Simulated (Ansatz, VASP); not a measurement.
# Two plane-wave programs on TaN

```
CELL_PARAMETERS angstrom
2.92177 0.00000 0.00000
-1.46088 2.53033 0.00000
0.00000 0.00000 5.91652
ATOMIC_POSITIONS crystal
Ta 0.00000 0.00000 0.50000
Ta 0.00000 0.00000 0.00000
N 0.33333 0.66667 0.25000
N 0.66667 0.33333 0.75000
```

The cell comes from a database or a generator and needn't be the stable form of this composition.

Alike in both runs: task relaxation of cell and atoms; functional RPBE; dispersion D3(BJ); k mesh 7 × 7 × 4; occupations fermi-dirac, width 0.05 eV; no spin polarisation.

|  | VASP | Ansatz |
| --- | --- | --- |
| version | VASP 6.6.1 | Ansatz 0.2.0 |
| potentials or method | VASP PAW PBE potentials, release 64 (Ta_pv, N) | Ansatz PAW |
| plane-wave cutoff (eV) | 600 | 420 |
| valence electrons in the cell | 32 | 36 |

```tsv
	VASP	Ansatz	Ansatz less VASP
gap on the k mesh at the Fermi level, each at its own relaxed structure (eV)	none	none	-
relaxed volume (Å³/atom)	9.78	9.76	-0.027
relaxed cell length with the largest relative difference (Å)	2.807	2.805	-0.0027
energy change over the relaxation (meV/atom)	-148	-154	-6.0
```

A gap of «none» marks a metal or a gap that the smearing closes. The two sets of potentials don't hold the same shells in valence.

Caveats: pairwise dispersion overbinds metals, which lowers pressure and volume; the PAW data sets were made with another functional, which shifts forces and pressure a little (VASP); the plane-wave basis is chosen anew once the cell has moved, so the energies of steps on either side of that aren't comparable (Ansatz); the pressure holds a Pulay correction of +0.5 GPa for the finite cutoff (Ansatz); the PAW data sets come from PBE, with cores solved anew for the run's functional, which leaves a small shift of forces and pressure (Ansatz). Spin-orbit coupling is left out, which matters for the levels of Ta.
